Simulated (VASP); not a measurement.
# AlN (P6_3mc) in VASP: further runs, part 2 of 2

VASP 6.6.1. The steps go on from the part before.

### Step 4. Single point, PBE

File INCAR:

```
SYSTEM = AlN
ALGO = Normal ; EDIFF = 1E-7
ENCUT = 520 ; GGA = PE
ISIF = 2 ; ISMEAR = 0
LASPH = .True. ; LCHARG = .False.
LREAL = .False. ; LWAVE = .False.
NBANDS = 16 ; NELM = 80
PREC = Accurate ; SIGMA = 0.02
```

File KPOINTS:

```
k-points
0
Gamma
  9 9 4
  0 0 0
```

File POSCAR:

```
AlN
1.0
    3.1130000000      0.0000000000      0.0000000000
   -1.5565000000      2.6959370800      0.0000000000
    0.0000000000      0.0000000000      4.9810000000
Al N
2 2
Direct
    0.3333333300      0.6666666700      0.0000000000
    0.6666666700      0.3333333300      0.5000000000
    0.3333333300      0.6666666700      0.3800000000
    0.6666666700      0.3333333300      0.8800000000
```

Potentials or basis: VASP PAW PBE potentials, release 64 (Al, N).

The run is started by

```
> cat potpaw_PBE.64/Al/POTCAR potpaw_PBE.64/N/POTCAR > POTCAR
> mpirun -np 1 vasp_std > vasp.out
```

OUTCAR:

```text
SYSTEM = AlN
   EDIFF = 1E-7
   ENCUT = 520
   GGA = PE
   ISIF = 2
   ISMEAR = 0
   LASPH = .True.
   LREAL = .False.
   NELM = 80
   PREC = Accurate

 ion  position               nearest neighbor table
   1  0.333  0.667  0.000-   3 1.89   4 1.89   4 1.89   4 1.89   2 3.07   2 3.07   2 3.07   2 3.07
                             2 3.07   2 3.07
   2  0.667  0.333  0.500-   4 1.89   3 1.89   3 1.89   3 1.89   1 3.07   1 3.07   1 3.07   1 3.07
                             1 3.07   1 3.07
   3  0.333  0.667  0.380-   1 1.89   2 1.89   2 1.89   2 1.89
   4  0.667  0.333  0.880-   2 1.89   1 1.89   1 1.89   1 1.89

  LATTYP: Found a hexagonal cell.
 ALAT       =     3.1130000000
 C/A-ratio  =     1.6000642467

  Lattice vectors:

 A1 = (   3.1130000000,   0.0000000000,   0.0000000000)
 A2 = (  -1.5565000000,   2.6959370800,   0.0000000000)
 A3 = (   0.0000000000,   0.0000000000,   4.9810000000)

Analysis of symmetry for initial positions (statically):
=====================================================================
 Subroutine PRICEL returns:
 Original cell was already a primitive cell.

 Routine SETGRP: Setting up the symmetry group for a
 hexagonal supercell.

 Subroutine GETGRP returns: Found 12 space group operations
 (whereof  6 operations were pure point group operations)
 out of a pool of 24 trial point group operations.

The static configuration has the point symmetry C_3v.
 The point group associated with its full space group is C_6v.

Analysis of symmetry for dynamics (positions and initial velocities):
=====================================================================
 Subroutine PRICEL returns:
 Original cell was already a primitive cell.

 Routine SETGRP: Setting up the symmetry group for a
 hexagonal supercell.

 Subroutine GETGRP returns: Found 12 space group operations
 (whereof  6 operations were pure point group operations)
 out of a pool of 24 trial point group operations.

The dynamic configuration has the point symmetry C_3v.
 The point group associated with its full space group is C_6v.

 Subroutine INISYM returns: Found 12 space group operations
 (whereof  6 operations are pure point group operations),
 and found     1 'primitive' translations

----------------------------------------------------------------------------------------

                                     Primitive cell

  volume of cell :      41.8028

  direct lattice vectors                    reciprocal lattice vectors
     3.113000000  0.000000000  0.000000000     0.321233537  0.185464269  0.000000000
    -1.556500000  2.695937080  0.000000000     0.000000000  0.370928538  0.000000000
     0.000000000  0.000000000  4.981000000     0.000000000  0.000000000  0.200762899

  length of vectors
     3.113000000  3.112999998  4.981000000     0.370928538  0.370928538  0.200762899

  position of ions in fractional coordinates (direct lattice)
     0.333333330  0.666666670  0.000000000
     0.666666670  0.333333330  0.500000000
     0.333333330  0.666666670  0.380000000
     0.666666670  0.333333330  0.880000000

  ion indices of the primitive-cell ions
   primitive index   ion index
                 1           1
[... 21 lines left out ...]

  Shift w.r.t. Gamma in fractional coordinates (k-lattice)
     0.000000000  0.000000000  0.000000000

 Subroutine IBZKPT returns following result:
 ===========================================

 Found     36 irreducible k-points:

 Following reciprocal coordinates:
            Coordinates               Weight
  0.000000  0.000000  0.000000      1.000000
  0.111111  0.000000  0.000000      6.000000
  0.222222  0.000000  0.000000      6.000000
  0.333333  0.000000  0.000000      6.000000
  0.444444  0.000000  0.000000      6.000000
  0.111111  0.111111  0.000000      6.000000
[... 16 lines left out ...]
  0.333333  0.222222  0.250000     24.000000
  0.333333  0.333333  0.250000      4.000000
 [... further k-points ...]
   k-points           NKPTS =     36   k-points in BZ     NKDIM =     36   number of bands    NBANDS=     16
   number of dos      NEDOS =    301   number of ions     NIONS =      4
   total plane-waves  NPLWV =  23040
   dimension x,y,z NGX =    24 NGY =   24 NGZ =   40
   dimension x,y,z NGXF=    48 NGYF=   48 NGZF=   80
   ions per type =               2   2
   NGX,Y,Z   is equivalent  to a cutoff of  12.82, 12.82, 13.35 a.u.
   NGXF,Y,Z  is equivalent  to a cutoff of  25.63, 25.63, 26.70 a.u.
 SYSTEM =  AlN
   PREC   = accura    normal or accurate (medium, high low for compatibility)
   ISTART =      0    job   : 0-new  1-cont  2-samecut
   ICHARG =      2    charge: 1-file 2-atom 10-const
   ISPIN  =      1    spin polarized calculation?
   LNONCOLLINEAR =      F non collinear calculations
   LSORBIT =      F    spin-orbit coupling
   LASPH  =      T    aspherical Exc in radial PAW
   ENCUT  =  520.0 eV  38.22 Ry    6.18 a.u.   5.79  5.79  9.26*2*pi/ulx,y,z
   NELM   =     80;   NELMIN=  2; NELMDL= -5     # of ELM steps
   EDIFF  = 0.1E-06   stopping-criterion for ELM
   LREAL  =      F    real-space projection
   EDIFFG = 0.1E-05   stopping-criterion for IOM
   NSW    =      0    number of steps for IOM
   IBRION =     -1    ionic relax: 0-MD 1-quasi-New 2-CG
   NFREE  =      0    steps in history (QN), initial steepest desc. (CG)
   ISIF   =      2    stress and relaxation
   ISYM   =      2    0-nonsym 1-usesym 2-fastsym
   POTIM  = 0.5000    time-step for ionic-motion
   TEBEG  =    0.0;   TEEND  =   0.0 temperature during run
   PSTRESS=    0.0 pullay stress
   NELECT =      16.0000    total number of electrons
   NUPDOWN=      -1.0000    fix difference up-down
   EMIN   =  10.00;   EMAX   =-10.00  energy-range for DOS
   EFERMI =   0.00;   METHOD = LEGACY
   ISMEAR =     0;   SIGMA  =   0.02  broadening in eV -4-tet -1-fermi 0-gaus
   EFERMI_NEDOS =   21; number of points for ismear=-14 and -15
   IALGO  =     38    algorithm
   IMIX   =      4    mixing-type and parameters
     AMIX     =   0.40;   BMIX     =  1.00
     AMIX_MAG =   1.60;   BMIX_MAG =  1.00
  volume/ion in A,a.u.               =      10.45        70.52
  Fermi-wavevector in a.u.,A,eV,Ry     =   1.188629  2.246183 19.222843  1.412839
  Thomas-Fermi vector in A             =   2.324754
   LORBIT       =      0    0 simple, 1 ext, 2 COOP (PROOUT), +10 PAW based schemes
   GGA     = PE    functional components
   LHFCALC =     F    Hartree Fock is set to
   AEXX    =    0.0000 exact exchange contribution
   IVDW    =     0    specifies the selected vdW correction
   LEPSILON=     F    determine dielectric tensor
   LRPA    =     F    only Hartree local field effects (RPA)
 non-spin polarized calculation
 Gauss-broadening in eV      SIGMA  =   0.02
  energy-cutoff  :      520.00
  volume of cell :       41.80
 maximum number of plane-waves:      1152
 NGX is ok and might be reduce to    24
   NGX = 11   NGY = 11   NGZ = 19

 number of electron      15.9999997 magnetization

 Free energy of the ion-electron system (eV)
  ---------------------------------------------------
  ext. energy  EPLUGINS =         0.00000000
  ---------------------------------------------------
  free energy    TOTEN  =       -29.77127870 eV

  energy without entropy =      -29.77127870  energy(sigma->0) =      -29.77127870

 E-fermi :   6.2786     XC(G=0): -10.9069

 val. band max:        6.1215648061   @ k =   0.0000   0.0000   0.0000
 cond. band min:      10.3450288226   @ k =   0.0000   0.0000   0.0000
 fundamental gap:      4.2234640165
 Fermi energy:         6.2785796255

 k-point     1 :       0.0000    0.0000    0.0000
  band No.  band energies     occupation
      1      -9.0373      2.00000
      2      -6.8889      2.00000
      3       0.1488      2.00000
      4       5.2900      2.00000
      5       5.2900      2.00000
      6       5.9420      2.00000
[... 433 lines left out ...]
      3       1.5909      2.00000
      4       1.7063      2.00000
      5       1.7063      2.00000
      6       3.2121      2.00000
[... 8 lines left out ...]
     15      19.2587      0.00000
     16      21.5664      0.00000

 [... further k-points ...]
[... 5 lines left out ...]
  --------------------------------------------------------------------------------------
  -------------------------------------------------------------------------------------
  Total        0.7580802      0.7580802      1.1898928      0.0000000     -0.0000000      0.0000000
  in kB       29.0549623     29.0549622     45.6050562      0.0000000     -0.0000000      0.0000000
  external PRESSURE =      34.5716603 kB  Pullay stress =       0.0000000 kB

 VOLUME and BASIS-vectors are now :
 -----------------------------------------------------------------------------
  energy-cutoff  :      520.00
  volume of cell :       41.80
      direct lattice vectors                 reciprocal lattice vectors
     3.113000000  0.000000000  0.000000000     0.321233537  0.185464269  0.000000000
    -1.556500000  2.695937080  0.000000000     0.000000000  0.370928538  0.000000000
     0.000000000  0.000000000  4.981000000     0.000000000  0.000000000  0.200762899

 POSITION                                       TOTAL-FORCE (eV/Angst)
 -----------------------------------------------------------------------------------
     -0.00000      1.79729      0.00000         0.000000      0.000000     -0.128828
      1.55650      0.89865      2.49050        -0.000000      0.000000     -0.128828
     -0.00000      1.79729      1.89278        -0.000000      0.000000      0.128828
      1.55650      0.89865      4.38328         0.000000     -0.000000      0.128828
 -----------------------------------------------------------------------------------
    total drift:                               -0.000009      0.000005      0.000369

  FREE ENERGIE OF THE ION-ELECTRON SYSTEM (eV)
  ---------------------------------------------------
  free  energy   TOTEN  =       -29.7712786987 eV

  energy  without entropy=      -29.7712786987  energy(sigma->0) =      -29.77127870
```

OSZICAR:

```text
N       E                     dE             d eps       ncg     rms          rms(c)
DAV:   1     0.415193162973E+02    0.41519E+02   -0.71312E+03  1152   0.885E+02
DAV:   2    -0.310794648301E+02   -0.72599E+02   -0.66365E+02  1592   0.189E+02
DAV:   3    -0.344973956745E+02   -0.34179E+01   -0.34089E+01  1456   0.425E+01
DAV:   4    -0.345179090062E+02   -0.20513E-01   -0.20511E-01  1392   0.369E+00
DAV:   5    -0.345181737904E+02   -0.26478E-03   -0.26478E-03  1480   0.422E-01    0.122E+01
DAV:   6    -0.297592930828E+02    0.47589E+01   -0.10677E+01  1384   0.237E+01    0.416E+00
DAV:   7    -0.297831244367E+02   -0.23831E-01   -0.67818E-01  1248   0.579E+00    0.295E+00
DAV:   8    -0.297758221818E+02    0.73023E-02   -0.60790E-02  1272   0.227E+00    0.594E-01
DAV:   9    -0.297707263860E+02    0.50958E-02   -0.12376E-02  1496   0.821E-01    0.247E-01
DAV:  10    -0.297713612920E+02   -0.63491E-03   -0.23840E-03  1240   0.303E-01    0.133E-01
DAV:  11    -0.297712757627E+02    0.85529E-04   -0.18546E-04  1320   0.104E-01    0.329E-02
DAV:  12    -0.297712788899E+02   -0.31272E-05   -0.11874E-05  1320   0.274E-02    0.719E-03
DAV:  13    -0.297712787057E+02    0.18416E-06   -0.45738E-06  1288   0.165E-02    0.523E-03
DAV:  14    -0.297712786987E+02    0.69792E-08   -0.35029E-07  1328   0.503E-03
   1 F= -.29771279E+02 E0= -.29771279E+02  d E =-.595040E-31
```

stdout:

```text
POSCAR found type information on POSCAR AlN
 POSCAR found :  2 types and       4 ions
 scaLAPACK will be used
 LDA part: xc-table for (Slater+PW92), standard interpolation
 POSCAR, INCAR and KPOINTS ok, starting setup
 FFT: planning ... GRIDC
 FFT: planning ... GRID_SOFT
 FFT: planning ... GRID
 WAVECAR not read
 entering main loop
```

It took 14 s on 1 thread of AMD EPYC 9R14 (Zen 4), shared host; peak memory 0.13 GiB.

What came out:

- Free energy: -29.7713 eV
- Pressure: 3.5 GPa
- Largest force: 0.129 eV/Å
- Band gap on the k mesh: 4.22 eV, direct

Forces on the atoms (eV/Å):
```
Al   0.000  0.000 -0.129
Al   0.000  0.000 -0.129
N    0.000  0.000  0.129
N    0.000  0.000  0.129
```

Levels at points of the mesh, in eV from the valence-band top:
```tsv
k point	band 4	band 5	band 6	band 7	band 8	band 9	band 10	band 11	band 12	band 13
(0.00, 0.00, 0.00)	-0.83	-0.83	-0.18	-0.18	0.00	4.22	6.66	10.61	11.17	11.17
(0.00, 0.00, 0.50)	-3.32	-0.52	-0.52	-0.52	-0.52	6.47	6.47	10.34	10.34	11.48
```

### Step 5. Single point, PBE

INCAR is that of step 4.

File KPOINTS:

```
k-points
0
Gamma
  9 9 6
  0 0 0
```

POSCAR is that of step 4.

Potentials or basis: VASP PAW PBE potentials, release 64 (Al, N).

The run is started by

```
> cat potpaw_PBE.64/Al/POTCAR potpaw_PBE.64/N/POTCAR > POTCAR
> mpirun -np 1 vasp_std > vasp.out
```

OUTCAR:

```text
SYSTEM = AlN
   EDIFF = 1E-7
   ENCUT = 520
   GGA = PE
   ISIF = 2
   ISMEAR = 0
   LASPH = .True.
   LREAL = .False.
   NELM = 80
   PREC = Accurate

 ion  position               nearest neighbor table
   1  0.333  0.667  0.000-   3 1.89   4 1.89   4 1.89   4 1.89   2 3.07   2 3.07   2 3.07   2 3.07
                             2 3.07   2 3.07
   2  0.667  0.333  0.500-   4 1.89   3 1.89   3 1.89   3 1.89   1 3.07   1 3.07   1 3.07   1 3.07
                             1 3.07   1 3.07
[... 664 lines left out ...]
  --------------------------------------------------------------------------------------
  -------------------------------------------------------------------------------------
  Total        0.7579332      0.7579332      1.1906515      0.0000000      0.0000000      0.0000000
  in kB       29.0493273     29.0493272     45.6341375      0.0000000      0.0000000      0.0000000
  external PRESSURE =      34.5775973 kB  Pullay stress =       0.0000000 kB

 VOLUME and BASIS-vectors are now :
 -----------------------------------------------------------------------------
  energy-cutoff  :      520.00
  volume of cell :       41.80
      direct lattice vectors                 reciprocal lattice vectors
     3.113000000  0.000000000  0.000000000     0.321233537  0.185464269  0.000000000
    -1.556500000  2.695937080  0.000000000     0.000000000  0.370928538  0.000000000
     0.000000000  0.000000000  4.981000000     0.000000000  0.000000000  0.200762899

 POSITION                                       TOTAL-FORCE (eV/Angst)
 -----------------------------------------------------------------------------------
     -0.00000      1.79729      0.00000         0.000000     -0.000000     -0.128886
      1.55650      0.89865      2.49050        -0.000000      0.000000     -0.128886
     -0.00000      1.79729      1.89278         0.000000      0.000000      0.128886
      1.55650      0.89865      4.38328        -0.000000      0.000000      0.128886
 -----------------------------------------------------------------------------------
    total drift:                               -0.000009      0.000005      0.000367

  FREE ENERGIE OF THE ION-ELECTRON SYSTEM (eV)
  ---------------------------------------------------
  free  energy   TOTEN  =       -29.7712550534 eV

  energy  without entropy=      -29.7712550534  energy(sigma->0) =      -29.77125505
```

OSZICAR:

```text
N       E                     dE             d eps       ncg     rms          rms(c)
DAV:   1     0.426944922593E+02    0.42694E+02   -0.72278E+03  1536   0.888E+02
DAV:   2    -0.309596760142E+02   -0.73654E+02   -0.66919E+02  2200   0.188E+02
DAV:   3    -0.344962558471E+02   -0.35366E+01   -0.35260E+01  1872   0.428E+01
DAV:   4    -0.345178846809E+02   -0.21629E-01   -0.21627E-01  1952   0.376E+00
DAV:   5    -0.345181704416E+02   -0.28576E-03   -0.28576E-03  1928   0.436E-01    0.122E+01
DAV:   6    -0.297590777073E+02    0.47591E+01   -0.10669E+01  1832   0.237E+01    0.416E+00
DAV:   7    -0.297830994035E+02   -0.24022E-01   -0.67993E-01  1680   0.580E+00    0.295E+00
DAV:   8    -0.297757922307E+02    0.73072E-02   -0.60723E-02  1656   0.226E+00    0.595E-01
DAV:   9    -0.297707050341E+02    0.50872E-02   -0.12345E-02  2032   0.820E-01    0.247E-01
DAV:  10    -0.297713367039E+02   -0.63167E-03   -0.23457E-03  1656   0.302E-01    0.133E-01
DAV:  11    -0.297712521123E+02    0.84592E-04   -0.18304E-04  1760   0.104E-01    0.329E-02
DAV:  12    -0.297712552299E+02   -0.31175E-05   -0.11755E-05  1736   0.273E-02    0.713E-03
DAV:  13    -0.297712550581E+02    0.17178E-06   -0.45007E-06  1800   0.164E-02    0.519E-03
DAV:  14    -0.297712550534E+02    0.46605E-08   -0.34296E-07  1768   0.498E-03
   1 F= -.29771255E+02 E0= -.29771255E+02  d E =-.332999E-14
```

stdout:

```text
POSCAR found type information on POSCAR AlN
 POSCAR found :  2 types and       4 ions
 scaLAPACK will be used
 LDA part: xc-table for (Slater+PW92), standard interpolation
 POSCAR, INCAR and KPOINTS ok, starting setup
 FFT: planning ... GRIDC
 FFT: planning ... GRID_SOFT
 FFT: planning ... GRID
 WAVECAR not read
 entering main loop
```

It took 18 s on 1 thread of AMD EPYC 9R14 (Zen 4), shared host; peak memory 0.14 GiB.

What came out:

```
Free energy            : -29.7713 eV
Pressure               : 3.5 GPa
Largest force          : 0.129 eV/Å
Band gap on the k mesh : 4.22 eV, direct
```

Forces in eV/Å, atoms in the order of the input:
```
Al   0.000  0.000 -0.129
Al   0.000  0.000 -0.129
N    0.000  0.000  0.129
N    0.000  0.000  0.129
```

Stress tensor (GPa, compression positive):
```
2.90 0.00 0.00
0.00 2.90 0.00
0.00 0.00 4.56
```

Caveat: an odd mesh through Γ misses points on the zone boundary, where band edges often lie.

### Step 6. The runs side by side

```tsv
k mesh	mesh quality	gap on the mesh (eV)	pressure (GPa)	largest force (eV/Å)
3 × 3 × 2	coarse	4.21	3.5	0.20
6 × 6 × 4	not flagged	4.22	3.5	0.13
9 × 9 × 4	not flagged	4.22	3.5	0.13
9 × 9 × 6	not flagged	4.22	3.5	0.13
```

Alike in all rows: task single point; level PBE; potentials or basis VASP PAW PBE potentials, release 64 (Al, N); no spin polarisation; cell as given; cutoff (eV) 520; smearing gaussian 0.02 eV.

Caveats: some runs use coarse meshes; an odd mesh through Γ misses points on the zone boundary, where band edges often lie (some runs).

Total energies depend on the potentials used, so only differences within one code and one set of settings carry meaning.

### Step 7. Comparison with measurements

Step 3. A measured gap of AlN is 6.034 eV (an exciton energy, a little under the gap; 10 K; quoted in “Self-assembly of well-separated AlN nanowires directly on sputtered metallic TiN films”, 2019, arxiv:1910.07391); the calculated 4.22 eV misses it by -1.81 eV. 2 values of this kind are on record (6.034 to 6.0343 eV); this one was drawn at random. The value is that of PBE, without temperature or zero-point motion. Semilocal functionals fall short of measured gaps as a rule.

Step 4. A measured gap of AlN is 6.034 eV (an exciton energy, a little under the gap; 10 K; quoted in “Self-assembly of well-separated AlN nanowires directly on sputtered metallic TiN films”, 2019, arxiv:1910.07391); the calculated 4.22 eV misses it by -1.81 eV. 2 values of this kind are on record (6.034 to 6.0343 eV); this one was drawn at random. The value is that of PBE, without temperature or zero-point motion. Semilocal functionals fall short of measured gaps as a rule.

Step 5. The gap isn't set beside the deposited one, since this odd mesh misses points on the zone boundary.
